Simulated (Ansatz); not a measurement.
# Si3N4 (P6_3/m):Se_N, thermodynamic levels from a 126-atom cell, part 2 of 2

Aim: at which Fermi levels does Se_N in Si3N4 (P6_3/m) change its charge? The model is a cell of 126 host atoms with 1 N taken out and 1 Se put in.

Ansatz; place-levels on PBEsol runs: charge-transition levels and formation energies with image-charge correction and potential alignment at the atomic sites; PAW set soft_1.

So far: The structure; What was run first.

### 3. Levels against the band edges, PBEsol

A charged cell interacts with its images and the background, and its potential has another zero than the host's. place-levels removes the first by a point-charge model, screened by the static dielectric constant since the ions have relaxed around the charge, and the second by comparing potentials at atoms far from the defect.

The host is a run of the defect-free crystal in the same cutoffs, grids and k-points, so that basis and sampling errors cancel in part in the differences. Its band edges come from a run of the primitive cell that searches the zone for them. The host is run in a cell of 42 atoms on a matching mesh. Chemical potentials are energies per atom of N (N2 molecule) and Se (trigonal (grey) selenium), run with the same functional and cutoff.

Contents of levels.point.yaml:

```yaml
host:
  run: host.point.run
  levels_from: { run: edges.point.run }
states: [qm1.point.run, q0_M1.point.run, qp1.point.run]
geometry_from:
  qm1.point.run: qm1.relax.run
  q0_M1.point.run: q0_M1.relax.run
  qp1.point.run: qp1.relax.run
  host.point.run: host.relax.run
chemical_potentials:
  "N":
    energy: -378.476431
    dataset: "<sha256 of the dataset>"
  Se:
    energy: -5424.216155
    dataset: "<sha256 of the dataset>"
epsilon: [4.29, 4.29, 4.37]
static_epsilon: [8.29, 8.29, 8.25]
vertical:
  - { from: qm1.point.run, to: qm1.point_neutral.run }
  - { from: qp1.point.run, to: qp1.point_neutral.run }
```

Command:

```console
$ ansatz place-levels levels.point.yaml -- --threads 4 --pin off --max-ram 15073MiB
```

Log:

```text
[... repeated set-up lines and file paths are left out, and long positions are rounded to six places ...]
(+1/0) 3.472 eV above the valence edge, 0.714 eV under the conduction edge; not on the lower envelope
(0/-1) 3.240 eV above the valence edge, 0.946 eV under the conduction edge; not on the lower envelope
(+1/-1) 3.356 eV above the valence edge, 0.830 eV under the conduction edge: charges between them are lowest nowhere
formation energy of charge +1: +3.397 eV with the Fermi level at the valence edge
formation energy of charge 0: +6.868 eV with the Fermi level at the valence edge
formation energy of charge -1: +10.109 eV with the Fermi level at the valence edge
vertical -1 to 0: no energy, since no alignment is typed
  the change from vertical[0].from (qm1.point.run) to vertical[0].to (qm1.point_neutral.run): by its potential at epsilon [4.29, 4.29, 4.37] it stands at 0.699 0.562 0.238, with an rms radius of about 2.1 Å (1.3 1.0 1.3 Å across the planes of the cell's [...]
vertical +1 to 0: no energy, since no alignment is typed
  the change from vertical[1].from (qp1.point.run) to vertical[1].to (qp1.point_neutral.run): by its potential at epsilon [4.29, 4.29, 4.37] it stands at 0.614 0.510 0.583, with an rms radius of about 4.9 Å (2.5 2.9 3.0 Å across the planes of the cell's [...]
  edges by pbesol of host.levels_from (edges.point.run), its mesh sampled to repeats of 26.19 Å (the valence edge +0.130 eV and the conduction edge -0.336 eV from those of the host's own run), gap 4.186 eV; the host is sampled to repeats of 26.41 Å
  the defect's cells are sampled to repeats of 26.41 Å, like sampling
  charge +1: -66014.8538 eV with its correction of +0.372 eV, at epsilon [8.29, 8.29, 8.25], aligned at sites: +0.1534 eV, mean over 93 atomic sites at or beyond 4.37 Å from the defect at [0.5764, 0.4532, 0.5833], with +0.042020 for the charge's moments and [...]
  charge 0: +0.000 eV for its dipole among its images, +0.005 omitted
  charge -1: -65991.8980 eV with its correction of -0.069 eV, at epsilon [8.29, 8.29, 8.25], aligned at sites: +0.2876 eV, mean over 93 atomic sites at or beyond 4.37 Å from the defect at [0.5764, 0.4532, 0.5833], with +0.085907 for the charge's moments and [...]
  of states[2] (qp1.point.run): it parts from the run at its places by a charge that spreads by about 3 Å along one vector (1.5 Å or more is wide), by its potential at epsilon [4.29, 4.29, 4.37], taken for that of held ions (one typed too small widens it), [...]
  of states[1] (q0_M1.point.run): stability_check_not_made
  of states[0] (qm1.point.run): the far atoms show a dipole or second moment of the defect's charge, for which the correction takes or leaves out 0.086 eV: further moments aren't read, and the relaxed atoms' own pattern can pass for one, so compare a larger [...]
  of vertical[1].from (qp1.point.run): it parts from the run at its places by a charge that spreads by about 3 Å along one vector (1.5 Å or more is wide), by its potential at epsilon [4.29, 4.29, 4.37], taken for that of held ions (one typed too small widens [...]
```

It took 0.54 s on 4 threads of Arm Neoverse V1, shared host.

Levels between the charges placed, in eV above the valence top:

|  | gap (eV) | (+1/0) | (0/−1) |
| --- | --- | --- | --- |
| PBEsol | 4.19 | 3.47 | 3.24 |

Corrections by state:

| charge | moment (μB) | image terms and alignment (eV) | band filling (eV) | ε used | over the lowest of its charge, as the program ranks them, band filling apart (eV) |
| --- | --- | --- | --- | --- | --- |
| +1 | 0.0 | 0.372 | - | principal values (8.25, 8.29, 8.29) | 0.000 |
| 0 | 1.0 | 0.000 | - | - | 0.000 |
| −1 | 0.0 | -0.069 | - | principal values (8.25, 8.29, 8.29) | 0.000 |

The charged structures listed were also run neutral, and place-levels reads from each pair, by the potential or the spins, how wide the charge is by which they differ; that can be the carrier of either run.

| charge | rms radius (Å) | spread where it is widest against the cell (Å) | wide from (Å) | reading |
| --- | --- | --- | --- | --- |
| +1 | 4.9 | 2.99 | 1.51 | wide |
| −1 | 2.1 | 1.27 | 1.51 | narrow |

The neutral runs of these pairs need not share the spin of the lowest neutral state, and very wide values only mean spread over the cell.

From the program's caveats on the states, each cut to its opening words:

- charge +1: it parts from the run at its places by a charge that spreads by about 3 Å along one vector (1.5 Å or more is wide), by its potential at epsilon [4.29, 4.29, [...]
- charge 0 (1 μB): flagged: stability check not made
- charge −1: the far atoms show a dipole or second moment of the defect's charge, for which the correction takes or leaves out 0.086 eV: further moments aren't read, and [...]

Chemical potentials of the elements' reference phases, run alike. Formation energies (elemental references), with the Fermi level at the valence top and at the conduction bottom (gap 4.19 eV):

| charge | at valence top (eV) | at conduction bottom (eV) | correction included (eV) |
| --- | --- | --- | --- |
| +1 | 3.40 | 7.58 | 0.37 |
| 0 | 6.87 | 6.87 | 0.00 |
| −1 | 10.11 | 5.92 | -0.07 |

Fermi level (eV), lowest formation energy (eV) and a bar from the least value:
```
     0.00       3.40 
     0.38       3.78 ###
     0.76       4.16 #######
     1.14       4.54 ##########
     1.52       4.92 ##############
     1.90       5.30 #################
     2.28       5.68 #####################
     2.67       6.06 ########################
     3.05       6.44 ############################
     3.43       6.68 ##############################
     3.81       6.30 ###########################
     4.19       5.92 #######################
```

### 4. Effect of the sampling

The relaxations' own energies give the levels at their sampling, for comparison.

Contents of levels.relax_mesh.yaml:

```yaml
host:
  run: host.relax.run
  levels_from: { run: edges.relax.run }
states: [qm1.relax.run, q0_M1.relax.run, qp1.relax.run]
chemical_potentials:
  "N":
    energy: -378.476431
    dataset: "<sha256 of the dataset>"
  Se:
    energy: -5424.216155
    dataset: "<sha256 of the dataset>"
```

Command:

```console
$ ansatz place-levels levels.relax_mesh.yaml -- --threads 4 --pin off --max-ram 15073MiB
```

Log:

```text
[...]
formation energy of charge +1: +3.396 eV with the Fermi level at the valence edge
formation energy of charge 0: +6.868 eV with the Fermi level at the valence edge
formation energy of charge -1: +10.110 eV with the Fermi level at the valence edge
  edges by pbesol of host.levels_from (edges.relax.run), its mesh sampled to repeats of 26.19 Å (the valence edge +0.231 eV and the conduction edge -0.359 eV from those of the host's own run), gap 4.186 eV; the host is sampled to repeats of 15.83 Å
[... the lines on each state left out ...]
```

It took 0.2 s on 4 threads.

Levels between neighbouring charges, in eV above the valence top:

|  | gap (eV) | (+1/0) | (0/−1) |
| --- | --- | --- | --- |
| one point at (¼, ¼, ¼) | 4.19 | 3.47 | 3.24 |
| a 2×2×2 shifted mesh | 4.19 | 3.47 | 3.24 |

Going from one point at (¼, ¼, ¼) to a 2×2×2 shifted mesh moves the levels that carry no band-filling term by up to 0.00 eV and formation energies against the elements by up to 0.00 eV.

### 5. Summary of results

| Property | Result |
| --- | --- |
| gap of the host | 4.19 eV (PBEsol) |
| level (plus 1/0) | 3.47 eV above the valence top, not a change between lowest states |
| level (0/minus 1) | 3.24 eV above the valence top, not a change between lowest states |
| level (plus 1/minus 1) | 3.36 eV above the valence top |
| lowest of the charges placed, just above the valence top (0.02 eV) | +1 |
| lowest of the charges placed, just below the conduction bottom (0.02 eV) | −1 |
| lowest formation energy at mid-gap of the charges run, elemental references | 5.49 eV |

What this shows: Of the charges placed (−1, 0 and +1), the lowest changes at 3.36 eV (+1/−1) above the valence top, in a gap of 4.19 eV. (+1/−1) passes over charge 0, which lies 0.12 eV above the two there; a lower structure or spin state of it, if missed, would change that. Charges above +1 and below −1 were not placed, so these runs say nothing of levels that involve them. States placed: +1 at 0 μB; 0 at 1 μB; −1 at 0 μB. Other spin states or structures, where not listed, weren't placed. Se is taken at its element; compounds, which aren't counted here, bound the chemical potentials and would shift these formation energies. Going from one point at (¼, ¼, ¼) to a 2×2×2 shifted mesh moves the levels that carry no band-filling term by up to 0.00 eV and formation energies against the elements by up to 0.00 eV. What this leaves open: the images are only 8.7 Å apart; PBEsol makes the gap too small and tends to spread out bound carriers; where a gas molecule sets a chemical potential or the host's formation energy, its binding is uncorrected.

[Logs are printed without paths, hosts, clocks, repeated set-up lines and the standing remarks that a program may print on its own settings, such as how far it seeks lower states.]

[Hosts, paths, dates, database ids (printed as entryN), source tags and the programs' standing remarks are cut or masked in the printed files.]

[Where a table of states has a column of steps, it counts the stored structures, which are thinned; the runs took as many ionic steps or more.]

[A defect's name tells the site on which it was built; relaxed atoms can leave that site.]

[For some hosts the program warned that the k-mesh of the response run may be too coarse for force constants and the static dielectric constant; such warnings are not shown here.]
